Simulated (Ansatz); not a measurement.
# SiO2: the cost of one run

Program: Ansatz 0.2.0. Level of theory: DFT r2SCAN, scalar-relativistic, plane waves, PAW. These are calculated values, not measurements.

1 further run of the same task is left out (set aside as unsound or not needed).

## 1. The system as given

It takes space group P4_2/nmc (No. 137, tetragonal). The conventional cell has a = 3.577 Å, b = 3.577 Å, c = 5.203 Å, α = 90.00°, β = 90.00°, γ = 90.00°. Hf (site symmetry -4m2) is surrounded by 4 O at 2.06 Å. O (site symmetry 2mm) is surrounded by 2 Hf at 2.06 Å.

Structure file:

```xyz
6
Lattice="3.5768 0.0000 0.0000 0.0000 3.5768 0.0000 0.0000 0.0000 5.2027" Properties=species:S:1:pos:R:3 pbc="T T T"
Hf    1.7884    1.7884    2.6013
Hf    0.0000    0.0000    0.0000
O     0.0000    1.7884    3.6219
O     1.7884    0.0000    4.1821
O     1.7884    0.0000    1.5808
O     0.0000    1.7884    1.0206
```

It goes back to an entry of the Materials Project, which need not be the stable form.

It is the result of an earlier relaxation at this level (volume 11.09 Å³/atom; gap on the mesh: 5.26 eV).

## 2. Swap Hf → Si

SiO2 starts from the relaxed positions of HfO2, with all lengths scaled by 0.864, a guess from tabulated radii.

## 3. A first look at the start (SiO2)

input.yaml reads:

```yaml
crystal:
  lattice:
    - [3.0887916659, 0.0, 0.0]
    - [0.0, 3.0887916659, 0.0]
    - [0.0, 0.0, 4.4928054746]
  atoms:
    - { symbol: Si, position: [0.5, 0.5, 0.5] }
    - { symbol: Si, position: [0.0, 0.0, 0.0] }
    - { symbol: O, position: [0.0, 0.5, 0.6961635351] }
    - { symbol: O, position: [0.5, 0.0, 0.8038364649] }
    - { symbol: O, position: [0.5, 0.0, 0.3038364649] }
    - { symbol: O, position: [0.0, 0.5, 0.1961635351] }
basis:
  ecutwfc: 500
kpoints:
  mp_grid: { grid: [6, 6, 4] }
hamiltonian:
  xc: r2scan
scf:
  occupations: { method: gaussian, width: 0.1 }
output:
  forces: true
  stress: true
  eigenvalues: true
```

On the command line:

```console
> ansatz run input.yaml --threads 1 --pin off --max-ram 2560MiB --backend cpu --events-out ev --progress --plain --runs-dir out
```

**Question.** How long does this run take on 1 thread of Intel Xeon 6975P-C (Granite Rapids), shared host, and how much memory does it need?

About 2.3 s, with a peak of 0.44 GiB.
